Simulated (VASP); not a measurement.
# Ca (Fm-3m) in VASP: settings compared

One crystal, Ca, is run at these levels: PBE, PBEsol; tasks: band structure.

Everything below comes from runs of VASP 6.6.1. Logs are shortened: lines on timing, memory, paths and dates and some standing lists are left out, and cuts for length are marked.

**1. Starting point**

Symmetry: Fm-3m, No. 225, cubic system. The conventional cell has a = 5.530 Å, b = 5.530 Å, c = 5.530 Å, α = 90.00°, β = 90.00°, γ = 90.00°. Ca (site symmetry m-3m) has 12 Ca at 3.91 Å as nearest neighbours.

**2. Band structure, PBE**

INCAR reads:

```
ALGO = Normal
EDIFF = 1E-7
ENCUT = 520
GGA = PE
ICORELEVEL = 1
ISIF = 2
ISMEAR = 1
LASPH = True
LCHARG = False
LREAL = False
LWAVE = False
NBANDS = 11
NELM = 80
PREC = Accurate
SIGMA = 0.1
```

KPOINTS reads:

```
k-points
0
Gamma
  12 12 12
```

POSCAR reads:

```
Ca                                      
1.0
    0.0000000000      2.7650719169      2.7650719169
    2.7650719169     -0.0000000000      2.7650719169
    2.7650719169      2.7650719169      0.0000000000
  Ca            
     1
Direct
     1.0000000000000000    1.0000000000000000    1.0000000000000000
```

KPOINTS_OPT reads:

```
explicit points
106
Reciprocal
 0.0000000000  0.0000000000  0.0000000000 1
 0.0555555556  0.0000000000  0.0555555556 1
 0.1111111111  0.0000000000  0.1111111111 1
 0.1666666667  0.0000000000  0.1666666667 1
 0.2222222222  0.0000000000  0.2222222222 1
 0.2777777778  0.0000000000  0.2777777778 1
 0.3333333333  0.0000000000  0.3333333333 1
 0.3888888889  0.0000000000  0.3888888889 1
 0.4444444444  0.0000000000  0.4444444444 1
 0.5000000000  0.0000000000  0.5000000000 1
 0.5000000000  0.0000000000  0.5000000000 1
 0.5000000000  0.0277777778  0.5277777778 1
 0.5000000000  0.0555555556  0.5555555556 1
 0.5000000000  0.0833333333  0.5833333333 1
 0.5000000000  0.1111111111  0.6111111111 1
 0.5000000000  0.1388888889  0.6388888889 1
 0.5000000000  0.1666666667  0.6666666667 1
 0.5000000000  0.1944444444  0.6944444444 1
 0.5000000000  0.2222222222  0.7222222222 1
 0.5000000000  0.2500000000  0.7500000000 1
 0.5000000000  0.2500000000  0.7500000000 1
 0.4861111111  0.2638888889  0.7500000000 1
 0.4722222222  0.2777777778  0.7500000000 1
 0.4583333333  0.2916666667  0.7500000000 1
 0.4444444444  0.3055555556  0.7500000000 1
 0.4305555556  0.3194444444  0.7500000000 1
 0.4166666667  0.3333333333  0.7500000000 1
 0.4027777778  0.3472222222  0.7500000000 1
 0.3888888889  0.3611111111  0.7500000000 1
 0.3750000000  0.3750000000  0.7500000000 1
 0.3750000000  0.3750000000  0.7500000000 1
 0.3333333333  0.3333333333  0.6666666667 1
 0.2916666667  0.2916666667  0.5833333333 1
 0.2500000000  0.2500000000  0.5000000000 1
 0.2083333333  0.2083333333  0.4166666667 1
 0.1666666667  0.1666666667  0.3333333333 1
 0.1250000000  0.1250000000  0.2500000000 1
 0.0833333333  0.0833333333  0.1666666667 1
 0.0416666667  0.0416666667  0.0833333333 1
 0.0000000000  0.0000000000  0.0000000000 1
 0.0000000000  0.0000000000  0.0000000000 1
 0.0555555556  0.0555555556  0.0555555556 1
 0.1111111111  0.1111111111  0.1111111111 1
 0.1666666667  0.1666666667  0.1666666667 1
 0.2222222222  0.2222222222  0.2222222222 1
 0.2777777778  0.2777777778  0.2777777778 1
 0.3333333333  0.3333333333  0.3333333333 1
 0.3888888889  0.3888888889  0.3888888889 1
 0.4444444444  0.4444444444  0.4444444444 1
 0.5000000000  0.5000000000  0.5000000000 1
 0.5000000000  0.5000000000  0.5000000000 1
 0.5138888889  0.4722222222  0.5138888889 1
 0.5277777778  0.4444444444  0.5277777778 1
 0.5416666667  0.4166666667  0.5416666667 1
 0.5555555556  0.3888888889  0.5555555556 1
 0.5694444444  0.3611111111  0.5694444444 1
 0.5833333333  0.3333333333  0.5833333333 1
 0.5972222222  0.3055555556  0.5972222222 1
 0.6111111111  0.2777777778  0.6111111111 1
 0.6250000000  0.2500000000  0.6250000000 1
 0.6250000000  0.2500000000  0.6250000000 1
 0.6111111111  0.2500000000  0.6388888889 1
 0.5972222222  0.2500000000  0.6527777778 1
 0.5833333333  0.2500000000  0.6666666667 1
 0.5694444444  0.2500000000  0.6805555556 1
 0.5555555556  0.2500000000  0.6944444444 1
 0.5416666667  0.2500000000  0.7083333333 1
 0.5277777778  0.2500000000  0.7222222222 1
 0.5138888889  0.2500000000  0.7361111111 1
 0.5000000000  0.2500000000  0.7500000000 1
 0.5000000000  0.2500000000  0.7500000000 1
 0.5000000000  0.2777777778  0.7222222222 1
 0.5000000000  0.3055555556  0.6944444444 1
 0.5000000000  0.3333333333  0.6666666667 1
 0.5000000000  0.3611111111  0.6388888889 1
 0.5000000000  0.3888888889  0.6111111111 1
 0.5000000000  0.4166666667  0.5833333333 1
 0.5000000000  0.4444444444  0.5555555556 1
 0.5000000000  0.4722222222  0.5277777778 1
 0.5000000000  0.5000000000  0.5000000000 1
 0.5000000000  0.5000000000  0.5000000000 1
 0.4861111111  0.4861111111  0.5277777778 1
 0.4722222222  0.4722222222  0.5555555556 1
 0.4583333333  0.4583333333  0.5833333333 1
 0.4444444444  0.4444444444  0.6111111111 1
 0.4305555556  0.4305555556  0.6388888889 1
 0.4166666667  0.4166666667  0.6666666667 1
 0.4027777778  0.4027777778  0.6944444444 1
 0.3888888889  0.3888888889  0.7222222222 1
 0.3750000000  0.3750000000  0.7500000000 1
 0.6250000000  0.2500000000  0.6250000000 1
 0.6111111111  0.2222222222  0.6111111111 1
 0.5972222222  0.1944444444  0.5972222222 1
 0.5833333333  0.1666666667  0.5833333333 1
 0.5694444444  0.1388888889  0.5694444444 1
 0.5555555556  0.1111111111  0.5555555556 1
 0.5416666667  0.0833333333  0.5416666667 1
 0.5277777778  0.0555555556  0.5277777778 1
 0.5138888889  0.0277777778  0.5138888889 1
 0.5000000000  0.0000000000  0.5000000000 1
 0.0000000000  0.0000000000  0.0000000000 1
 0.3750000000  0.3750000000  0.7500000000 1
 0.5000000000  0.5000000000  0.5000000000 1
 0.6250000000  0.2500000000  0.6250000000 1
 0.5000000000  0.2500000000  0.7500000000 1
 0.5000000000  0.0000000000  0.5000000000 1
```

Potentials or basis: VASP PAW PBE potentials, release 64 (Ca_sv).

Run with:

```sh
> cat potpaw_PBE.64/Ca_sv/POTCAR > POTCAR
> mpirun -np 1 vasp_std > vasp.out
```

OUTCAR:

```text
EDIFF = 1E-7
   ENCUT = 520
   GGA = PE
   ISIF = 2
   ISMEAR = 1
   LASPH = True
   LREAL = False
   NELM = 80
   PREC = Accurate

 ion  position               nearest neighbor table
   1  0.000  0.000  0.000-

  LATTYP: Found a face centered cubic cell.
 ALAT       =     5.5301438338

  Lattice vectors:

 A1 = (   0.0000000000,   2.7650719169,   2.7650719169)
 A2 = (   2.7650719169,   0.0000000000,   2.7650719169)
 A3 = (   2.7650719169,   2.7650719169,   0.0000000000)

Analysis of symmetry for initial positions (statically):
=====================================================================
 Subroutine PRICEL returns:
 Original cell was already a primitive cell.

 Routine SETGRP: Setting up the symmetry group for a
 face centered cubic supercell.

 Subroutine GETGRP returns: Found 48 space group operations
 (whereof 48 operations were pure point group operations)
 out of a pool of 48 trial point group operations.

The static configuration has the point symmetry O_h .

Analysis of symmetry for dynamics (positions and initial velocities):
=====================================================================
 Subroutine PRICEL returns:
 Original cell was already a primitive cell.

 Routine SETGRP: Setting up the symmetry group for a
 face centered cubic supercell.

 Subroutine GETGRP returns: Found 48 space group operations
 (whereof 48 operations were pure point group operations)
 out of a pool of 48 trial point group operations.

The dynamic configuration has the point symmetry O_h .

 Subroutine INISYM returns: Found 48 space group operations
 (whereof 48 operations are pure point group operations),
 and found     1 'primitive' translations

----------------------------------------------------------------------------------------

                                     Primitive cell

  volume of cell :      42.2814

  direct lattice vectors                    reciprocal lattice vectors
     0.000000000  2.765071917  2.765071917    -0.180827123  0.180827123  0.180827123
     2.765071917  0.000000000  2.765071917     0.180827123 -0.180827123  0.180827123
     2.765071917  2.765071917  0.000000000     0.180827123  0.180827123 -0.180827123

  length of vectors
     3.910402206  3.910402206  3.910402206     0.313201765  0.313201765  0.313201765

  position of ions in fractional coordinates (direct lattice)
     0.000000000  0.000000000  0.000000000

  ion indices of the primitive-cell ions
   primitive index   ion index
                 1           1

----------------------------------------------------------------------------------------

 KPOINTS: k-points

Automatic generation of k-mesh.
 Grid dimensions read from file:
 generate k-points for:   12   12   12

 Generating k-lattice:

  Cartesian coordinates                     Fractional coordinates (reciprocal lattice)
    -0.015068927  0.015068927  0.015068927     0.083333333  0.000000000  0.000000000
     0.015068927 -0.015068927  0.015068927     0.000000000  0.083333333  0.000000000
     0.015068927  0.015068927 -0.015068927     0.000000000  0.000000000  0.083333333

  Length of vectors
     0.026100147  0.026100147  0.026100147

  Shift w.r.t. Gamma in fractional coordinates (k-lattice)
     0.000000000  0.000000000  0.000000000

 Subroutine IBZKPT returns following result:
 ===========================================

 Found     72 irreducible k-points:

 Following reciprocal coordinates:
            Coordinates               Weight
  0.000000  0.000000  0.000000      1.000000
  0.083333  0.000000  0.000000      8.000000
  0.166667  0.000000  0.000000      8.000000
  0.250000  0.000000  0.000000      8.000000
  0.333333  0.000000  0.000000      8.000000
  0.416667  0.000000  0.000000      8.000000
[... 16 lines left out ...]
  0.500000  0.166667  0.000000     24.000000
 -0.416667  0.166667  0.000000     24.000000
 [... further k-points ...]
   k-points           NKPTS =     72   k-points in BZ     NKDIM =     72   number of bands    NBANDS=     11
   number of dos      NEDOS =    301   number of ions     NIONS =      1
   total plane-waves  NPLWV =  27000
   dimension x,y,z NGX =    30 NGY =   30 NGZ =   30
   dimension x,y,z NGXF=    60 NGYF=   60 NGZF=   60
   ions per type =               1
   NGX,Y,Z   is equivalent  to a cutoff of  12.75, 12.75, 12.75 a.u.
   NGXF,Y,Z  is equivalent  to a cutoff of  25.51, 25.51, 25.51 a.u.
 SYSTEM =  unknown system
   PREC   = accura    normal or accurate (medium, high low for compatibility)
   ISTART =      0    job   : 0-new  1-cont  2-samecut
   ICHARG =      2    charge: 1-file 2-atom 10-const
   ISPIN  =      1    spin polarized calculation?
   LNONCOLLINEAR =      F non collinear calculations
   LSORBIT =      F    spin-orbit coupling
   LASPH  =      T    aspherical Exc in radial PAW
   ENCUT  =  520.0 eV  38.22 Ry    6.18 a.u.   7.27  7.27  7.27*2*pi/ulx,y,z
   NELM   =     80;   NELMIN=  2; NELMDL= -5     # of ELM steps
   EDIFF  = 0.1E-06   stopping-criterion for ELM
   LREAL  =      F    real-space projection
   EDIFFG = 0.1E-05   stopping-criterion for IOM
   NSW    =      0    number of steps for IOM
   IBRION =     -1    ionic relax: 0-MD 1-quasi-New 2-CG
   NFREE  =      0    steps in history (QN), initial steepest desc. (CG)
   ISIF   =      2    stress and relaxation
   ISYM   =      2    0-nonsym 1-usesym 2-fastsym
   POTIM  = 0.5000    time-step for ionic-motion
   TEBEG  =    0.0;   TEEND  =   0.0 temperature during run
   PSTRESS=    0.0 pullay stress
   NELECT =      10.0000    total number of electrons
   NUPDOWN=      -1.0000    fix difference up-down
   EMIN   =  10.00;   EMAX   =-10.00  energy-range for DOS
   EFERMI =   0.00;   METHOD = LEGACY
   ISMEAR =     1;   SIGMA  =   0.10  broadening in eV -4-tet -1-fermi 0-gaus
   EFERMI_NEDOS =   21; number of points for ismear=-14 and -15
   IALGO  =     38    algorithm
   IMIX   =      4    mixing-type and parameters
     AMIX     =   0.40;   BMIX     =  1.00
     AMIX_MAG =   1.60;   BMIX_MAG =  1.00
  volume/ion in A,a.u.               =      42.28       285.33
  Fermi-wavevector in a.u.,A,eV,Ry     =   1.012415  1.913186 13.945745  1.024983
  Thomas-Fermi vector in A             =   2.145523
   LORBIT       =      0    0 simple, 1 ext, 2 COOP (PROOUT), +10 PAW based schemes
   GGA     = PE    functional components
   LHFCALC =     F    Hartree Fock is set to
   AEXX    =    0.0000 exact exchange contribution
   IVDW    =     0    specifies the selected vdW correction
   LEPSILON=     F    determine dielectric tensor
   LRPA    =     F    only Hartree local field effects (RPA)
 non-spin polarized calculation
 Methfessel and Paxton  Order N= 1 SIGMA  =   0.10
  energy-cutoff  :      520.00
  volume of cell :       42.28
 maximum number of plane-waves:      1159
 NGX is ok and might be reduce to    30
   NGX = 15   NGY = 15   NGZ = 15

 number of electron      10.0000000 magnetization

 Free energy of the ion-electron system (eV)
  ---------------------------------------------------
  ext. energy  EPLUGINS =         0.00000000
  ---------------------------------------------------
  free energy    TOTEN  =        -1.92746325 eV

  energy without entropy =       -1.92669785  energy(sigma->0) =       -1.92720811

 the core state eigenenergies are
   1-  1s  -3942.0707  2s   -407.0996  2p   -327.4700

 E-fermi :   1.9510     XC(G=0):  -7.7304

 val. band max:        1.9492562004   @ k =  -0.4167   0.1667   0.0000
 cond. band min:       1.9590177627   @ k =  -0.3333   0.3333   0.1667
 fundamental gap:      0.0097615622
 Fermi energy:         1.9510142204

 k-point     1 :       0.0000    0.0000    0.0000
  band No.  band energies     occupation
      1     -40.0736      2.00000
      2     -20.9906      2.00000
      3     -20.9906      2.00000
      4     -20.9906      2.00000
      5      -2.0704      2.00000
      6       4.2847      0.00000
      7       4.2847      0.00000
      8       4.2847      0.00000
      9       5.3519      0.00000
     10       5.3519      0.00000
     11      11.0615      0.00000
[... 309 lines left out ...]
 k-point    24 :      -0.4167    0.1667    0.0000
  band No.  band energies     occupation
      1     -40.0589      2.00000
      2     -21.1149      2.00000
      3     -21.0342      2.00000
      4     -21.0147      2.00000
      5       1.2552      2.00000
      6       1.9493      1.02975
      7       3.6855     -0.00000
      8       4.4456      0.00000
      9       5.8781      0.00000
     10       6.2717      0.00000
     11       7.0520      0.00000

 [... further k-points ...]

------------------------ aborting loop because EDIFF is reached ----------------------------------------

  FORCE on cell =-STRESS in cart. coord.  units (eV):
  Direction    XX          YY          ZZ          XY          YZ          ZX
  --------------------------------------------------------------------------------------
  -------------------------------------------------------------------------------------
  Total       -0.0025293     -0.0025293     -0.0025293      0.0000000      0.0000000     -0.0000000
  in kB       -0.0958434     -0.0958434     -0.0958434      0.0000000      0.0000000     -0.0000000
  external PRESSURE =      -0.0958434 kB  Pullay stress =       0.0000000 kB

 VOLUME and BASIS-vectors are now :
 -----------------------------------------------------------------------------
  energy-cutoff  :      520.00
  volume of cell :       42.28
      direct lattice vectors                 reciprocal lattice vectors
     0.000000000  2.765071917  2.765071917    -0.180827123  0.180827123  0.180827123
     2.765071917  0.000000000  2.765071917     0.180827123 -0.180827123  0.180827123
     2.765071917  2.765071917  0.000000000     0.180827123  0.180827123 -0.180827123

 POSITION                                       TOTAL-FORCE (eV/Angst)
 -----------------------------------------------------------------------------------
      0.00000      0.00000      0.00000         0.000000      0.000000      0.000000
 -----------------------------------------------------------------------------------
    total drift:                               -0.000000     -0.000000      0.000000

  FREE ENERGIE OF THE ION-ELECTRON SYSTEM (eV)
  ---------------------------------------------------
  free  energy   TOTEN  =        -1.9274632468 eV

  energy  without entropy=       -1.9266978475  energy(sigma->0) =       -1.92720811
```

Wall time 30 s (1 thread of Intel Xeon 6975P-C (Granite Rapids), shared host); peak memory 0.19 GiB.

Results:

```yaml
Free_energy: -1.9275 eV
Pressure: 0.0 GPa
Band_gap_along_the_path: none (metal or under the smearing width)
```

Levels at the corners of the path, in eV from the Fermi level:
```tsv
point	band 3	band 4	band 5	band 6	band 7	band 8
Γ	-22.94	-22.94	-4.02	2.33	2.33	2.33
X	-22.99	-22.99	-0.45	0.58	0.96	4.08
X	-22.99	-22.99	-0.45	0.58	0.96	4.08
W	-23.03	-22.99	0.20	0.69	0.69	2.56
W	-23.03	-22.99	0.20	0.69	0.69	2.56
K	-23.02	-22.98	0.03	0.41	0.83	3.26
K	-23.02	-22.98	0.03	0.41	0.83	3.26
Γ	-22.94	-22.94	-4.02	2.33	2.33	2.33
Γ	-22.94	-22.94	-4.02	2.33	2.33	2.33
L	-22.96	-22.96	-0.98	-0.16	2.22	2.22
L	-22.96	-22.96	-0.98	-0.16	2.22	2.22
U	-23.02	-22.98	0.03	0.41	0.83	3.26
U	-23.02	-22.98	0.03	0.41	0.83	3.26
W	-23.03	-22.99	0.20	0.69	0.69	2.56
W	-23.03	-22.99	0.20	0.69	0.69	2.56
L	-22.96	-22.96	-0.98	-0.16	2.22	2.22
L	-22.96	-22.96	-0.98	-0.16	2.22	2.22
K	-23.02	-22.98	0.03	0.41	0.83	3.26
U	-23.02	-22.98	0.03	0.41	0.83	3.26
X	-22.99	-22.99	-0.45	0.58	0.96	4.08
```

Core levels (eV, on the scale of the bands):
```csv
atom,levels
1 Ca,"1s -3942.1, 2s -407.1, 2p -327.5"
```

**3. Band structure, PBEsol**

This run uses another cell than the first one, of 40.65 Å³/atom, 0.961 times its volume.

INCAR reads:

```
PREC = Accurate
ENCUT = 520
EDIFF = 1E-7
ISMEAR = 1
SIGMA = 0.1
LREAL = F
LASPH = T
NELM = 80
ALGO = Fast
ISIF = 2
LWAVE = F
LCHARG = F
GGA = PS
NBANDS = 11
ICORELEVEL = 1
```

KPOINTS reads:

```
Automatic mesh
0
Gamma
  12 12 12
```

POSCAR reads:

```
Ca                                      
1.0
    0.0000000000      2.7290596752      2.7290596752
    2.7290596752      0.0000000000      2.7290596752
    2.7290596752      2.7290596752      0.0000000000
  Ca            
     1
Direct
     0.0000000000000000    0.0000000000000000    0.0000000000000000
```

KPOINTS_OPT is that of step 2.

Potentials or basis: VASP PAW PBE potentials, release 64 (Ca_sv).

Run with:

```sh
> cat potpaw_PBE.64/Ca_sv/POTCAR > POTCAR
> mpirun -np 1 vasp_std > vasp.out
```

Run time: 88 s. Hardware: 1 thread of Intel Xeon Platinum 8259CL at 2.50GHz (Skylake/Cascade Lake), shared host; peak memory 0.21 GiB.

Results (log left out):

* Free energy: -2.1314 eV
* Pressure: 0.0 GPa
* Band gap along the path: none (metal or under the smearing width)

Levels at the corners of the path, in eV from the Fermi level:
```
point  band 3  band 4  band 5  band 6  band 7  band 8
    Γ  -22.74  -22.74   -4.10    2.38    2.38    2.38
    X  -22.80  -22.80   -0.50    0.54    1.03    4.22
    X  -22.80  -22.80   -0.50    0.54    1.03    4.22
    W  -22.85  -22.80    0.18    0.71    0.71    2.64
    W  -22.85  -22.80    0.18    0.71    0.71    2.64
    K  -22.83  -22.79    0.01    0.40    0.86    3.35
    K  -22.83  -22.79    0.01    0.40    0.86    3.35
    Γ  -22.74  -22.74   -4.10    2.38    2.38    2.38
    Γ  -22.74  -22.74   -4.10    2.38    2.38    2.38
    L  -22.76  -22.76   -1.02   -0.12    2.26    2.26
    L  -22.76  -22.76   -1.02   -0.12    2.26    2.26
    U  -22.83  -22.79    0.01    0.40    0.86    3.35
    U  -22.83  -22.79    0.01    0.40    0.86    3.35
    W  -22.85  -22.80    0.18    0.71    0.71    2.64
    W  -22.85  -22.80    0.18    0.71    0.71    2.64
    L  -22.76  -22.76   -1.02   -0.12    2.26    2.26
    L  -22.76  -22.76   -1.02   -0.12    2.26    2.26
    K  -22.83  -22.79    0.01    0.40    0.86    3.35
    U  -22.83  -22.79    0.01    0.40    0.86    3.35
    X  -22.80  -22.80   -0.50    0.54    1.03    4.22
```

Core levels (eV, on the scale of the bands):
```csv
atom,levels
1 Ca,"1s -3942.0, 2s -407.0, 2p -327.4"
```

Caveat: the PAW data sets were made with another functional, which shifts forces and pressure a little.
